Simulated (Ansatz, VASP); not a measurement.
## LiF (Griceite): VASP beside Ansatz

```
CELL_PARAMETERS angstrom
0.00000 1.99487 1.99487
1.99487 0.00000 1.99487
1.99487 1.99487 0.00000
ATOMIC_POSITIONS crystal
Li 0.00000 0.00000 0.00000
F 0.50000 0.50000 0.50000
```

Alike in both runs: task single point; functional r2SCAN; k mesh 10 × 10 × 10; no spin polarisation.

```csv
,VASP,Ansatz
version,VASP 6.6.1,Ansatz 0.2.0
potentials or method,"VASP PAW PBE potentials, release 64 (Li_sv, F)","plane waves, PAW"
plane-wave cutoff (eV),520,500
occupations,"gaussian, width 0.01 eV",fixed
valence electrons in the cell,10,10
```

Ansatz gave:

- gap on the k mesh at the Fermi level (eV): 10.33

Problem. What did VASP give for the same quantities?

Solution. gap on the k mesh at the Fermi level (eV): 10.55.

 A k mesh can miss the band edges. r2SCAN opens gaps a little over a GGA but as a rule still falls short of measured ones.
